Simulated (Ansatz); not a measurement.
Predict the output of the script below (Ansatz 0.2.0, Python API).

Contents of `gap.cif`:
```cif
data_GaP
_cell_length_a 6.810952
_cell_length_b 6.810952
_cell_length_c 6.810952
_cell_angle_alpha 33.15094
_cell_angle_beta 33.15094
_cell_angle_gamma 33.15094
_symmetry_space_group_name_H-M 'P 1'
_symmetry_Int_Tables_number 1
loop_
_symmetry_equiv_pos_as_xyz
'x, y, z'
loop_
_atom_site_label
_atom_site_type_symbol
_atom_site_fract_x
_atom_site_fract_y
_atom_site_fract_z
Ga1 Ga    0.435372    0.435372    0.435372
Ga2 Ga    0.564628    0.564628    0.564628
P3 P    0.057389    0.057389    0.057389
P4 P    0.942611    0.942611    0.942611
```

Script `run_eps.py`:
```python
"""High-frequency dielectric tensor and Born charges of GaP."""

from dataclasses import dataclass
import logging
import sys

import ansatz as az
from ase.io import read
import numpy as np

logging.basicConfig(stream=sys.stdout, format="%(levelname)s %(message)s")
log = logging.getLogger("run")
log.setLevel(logging.INFO)


@dataclass(frozen=True)
class Options:
    xc: str = "LDA"
    mesh: tuple[int, ...] = (6, 6, 6)
    occupations: str = "fixed"


opts = Options()

atoms = read("gap.cif")
system = az.Crystal.from_ase(atoms)

# an insulator: whole occupations
base = (
    system.calculation()
    .functional(opts.xc)
    .basis(24 * az.Ha, xc_grid=3)
    .kpoints(mesh=opts.mesh)
    .occupations(opts.occupations)
    .dielectric()
)
res = base.run()
response = res.dielectric
eps = np.asarray(response.eps_inf)

values = np.linalg.eigvalsh(eps)
print("principal values of eps_inf:", np.round(values, 3))
print("refractive indices:", np.round(np.sqrt(values), 3))
for site, z in zip(res.lattice.sites, response.zstar_e):
    log.info(f"{site.symbol:2s} Z* trace/3 = {np.trace(z) / 3:+.3f} e")
log.info(f"charge neutrality missed by {response.zstar_sum_residual_pre_e:.4f} e before the sum rule")
```

```console
$ python run_eps.py
principal values of eps_inf: [12.366 12.366 15.125]
refractive indices: [3.517 3.517 3.889]
INFO Ga Z* trace/3 = +1.505 e
INFO Ga Z* trace/3 = +1.505 e
INFO P  Z* trace/3 = -1.505 e
INFO P  Z* trace/3 = -1.505 e
INFO charge neutrality missed by 0.0035 e before the sum rule
```

What to keep in mind:
- These settings explore the input space; cutoff and mesh may be short of convergence.
- Under fixed occupations the level called the Fermi level is the highest filled one on the SCF mesh; off the mesh a filled band can lie a little above it.
- Averages over directions belong to no single polarisation, least of all in layered crystals.
- Pressure is positive in compression.
- The structure comes from a database of computed cells and needn't be a stable or known phase.
- This is the electronic (clamped-ion) response; a semilocal gap that is too small tends to raise it. The typed mesh is that of the SCF; the response is solved on denser meshes that the run picks.
- Finished in 4.4 min on 1 thread of Arm Neoverse V2, on a shared host, peak memory 1.7 GiB.

(Lines on the test bed's own set-up are left out of the output.)
